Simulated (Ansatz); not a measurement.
# Se: energy and pressure over a range of volumes

Aim: scale the cell of Se up and down at fixed shape and fractional positions, and get the equilibrium volume and bulk modulus with LAPW, PAW and all-electron datasets made for the crystal.

Computed with Ansatz 0.2.0 (DFT PBEsol, scalar-relativistic, unless a step's input says otherwise).

**1. The starting structure**

The structure is cubic, space group Pm-3m (No. 221). Conventional cell: a = 2.811 Å, b = 2.811 Å, c = 2.811 Å, α = 90.00°, β = 90.00°, γ = 90.00°. Se (site symmetry m-3m) has 6 Se at 2.81 Å as nearest neighbours.

As a file:

```cif
data_structure
_symmetry_space_group_name_H-M 'P 1'
_symmetry_Int_Tables_number 1
_cell_length_a 2.8106
_cell_length_b 2.8106
_cell_length_c 2.8106
_cell_angle_alpha 90.000
_cell_angle_beta 90.000
_cell_angle_gamma 90.000
_cell_volume 22.20
loop_
_atom_site_label
_atom_site_type_symbol
_atom_site_fract_x
_atom_site_fract_y
_atom_site_fract_z
_atom_site_occupancy
Se1 Se 0.00000 0.00000 0.00000 1
```

The cell is one relaxed in the Materials Project, used as it stands.

**2. Volume × 0.95, LAPW**

input.yaml

```yaml
crystal:
  lattice:
    - [2.7629171542, 0.0, 0.0]
    - [0.0, 2.7629171542, 0.0]
    - [0.0, 0.0, 2.7629171542]
  atoms:
    - { symbol: Se, position: [0.0, 0.0, 0.0] }
kpoints:
  mp_grid: { grid: [12, 12, 12] }
scf:
  occupations: { method: fermi_dirac, width: 0.03 }
hamiltonian:
  xc: pbesol
  pseudopotentials: { kind: all_electron, lapw: { basis_error: 0.0005 } }
output:
  forces: true
  stress: true
  eigenvalues: true
```

**3. Volume × 0.95, PAW**

Edit input.yaml of step 2 so:

```diff
@@ -13,3 +13,3 @@
   xc: pbesol
-  pseudopotentials: { kind: all_electron, lapw: { basis_error: 0.0005 } }
+  pseudopotentials: { kind: paw }
 output:
@@ -18 +18,2 @@
   eigenvalues: true
+  efg: { contact_densities: true }
```

**4. Volume × 0.95, crystal datasets**

Edit input.yaml of step 3 so:

```diff
@@ -13,3 +13,3 @@
   xc: pbesol
-  pseudopotentials: { kind: paw }
+  pseudopotentials: { kind: all_electron, datasets: crystal }
 output:
```

**5. Volume × 0.975, LAPW**

input.yaml

```yaml
crystal:
  lattice:
    - [2.7869437267, 0.0, 0.0]
    - [0.0, 2.7869437267, 0.0]
    - [0.0, 0.0, 2.7869437267]
  atoms:
    - { symbol: Se, position: [0.0, 0.0, 0.0] }
kpoints:
  mp_grid: { grid: [12, 12, 12] }
scf:
  occupations: { method: fermi_dirac, width: 0.03 }
hamiltonian:
  xc: pbesol
  pseudopotentials: { kind: all_electron, lapw: { basis_error: 0.0005 } }
output:
  forces: true
  stress: true
  eigenvalues: true
```

**6. Volume × 0.975, PAW**

Edit input.yaml of step 5 so:

```diff
@@ -13,3 +13,3 @@
   xc: pbesol
-  pseudopotentials: { kind: all_electron, lapw: { basis_error: 0.0005 } }
+  pseudopotentials: { kind: paw }
 output:
@@ -18 +18,2 @@
   eigenvalues: true
+  efg: { contact_densities: true }
```

**7. Volume × 1.025, LAPW**

input.yaml

```yaml
crystal:
  lattice:
    - [2.833791867, 0.0, 0.0]
    - [0.0, 2.833791867, 0.0]
    - [0.0, 0.0, 2.833791867]
  atoms:
    - { symbol: Se, position: [0.0, 0.0, 0.0] }
kpoints:
  mp_grid: { grid: [12, 12, 12] }
scf:
  occupations: { method: fermi_dirac, width: 0.03 }
hamiltonian:
  xc: pbesol
  pseudopotentials: { kind: all_electron, lapw: { basis_error: 0.0005 } }
output:
  forces: true
  stress: true
  eigenvalues: true
```

**8. Volume × 1.025, PAW**

Edit input.yaml of step 7 so:

```diff
@@ -13,3 +13,3 @@
   xc: pbesol
-  pseudopotentials: { kind: all_electron, lapw: { basis_error: 0.0005 } }
+  pseudopotentials: { kind: paw }
 output:
@@ -18 +18,2 @@
   eigenvalues: true
+  efg: { contact_densities: true }
```

**9. Volume × 1.05, LAPW**

input.yaml

```yaml
crystal:
  lattice:
    - [2.8566460141, 0.0, 0.0]
    - [0.0, 2.8566460141, 0.0]
    - [0.0, 0.0, 2.8566460141]
  atoms:
    - { symbol: Se, position: [0.0, 0.0, 0.0] }
kpoints:
  mp_grid: { grid: [12, 12, 12] }
scf:
  occupations: { method: fermi_dirac, width: 0.03 }
hamiltonian:
  xc: pbesol
  pseudopotentials: { kind: all_electron, lapw: { basis_error: 0.0005 } }
output:
  forces: true
  stress: true
  eigenvalues: true
```

**10. Volume × 1.05, PAW**

Edit input.yaml of step 9 so:

```diff
@@ -13,3 +13,3 @@
   xc: pbesol
-  pseudopotentials: { kind: all_electron, lapw: { basis_error: 0.0005 } }
+  pseudopotentials: { kind: paw }
 output:
@@ -18 +18,2 @@
   eigenvalues: true
+  efg: { contact_densities: true }
```

**11. Volume × 1.05, crystal datasets**

Edit input.yaml of step 10 so:

```diff
@@ -13,3 +13,3 @@
   xc: pbesol
-  pseudopotentials: { kind: paw }
+  pseudopotentials: { kind: all_electron, datasets: crystal }
 output:
```

(Steps that only read results are left out.)

Q: Predict the outcome of this session. Wanted: equilibrium volume; bulk modulus (for each run or level that gives them).

As calculated:

| quantity | value |
| --- | --- |
| equilibrium volume (LAPW) | 21.658 Å³/atom |
| bulk modulus (LAPW) | 82 GPa |
| its pressure derivative (LAPW) | 4.6 |
| equilibrium volume (PAW) | 21.659 Å³/atom |
| bulk modulus (PAW) | 83 GPa |
| its pressure derivative (PAW) | 4.6 |

In words: By LAPW, the pressure vanishes at 21.66 Å³/atom (-2.4 % from the starting cell) and the bulk modulus there is 82 GPa (Birch-Murnaghan, third order). PAW's volume lies less than 0.01 % and its modulus less than 0.1 % from LAPW's. No thermal or zero-point expansion is included.
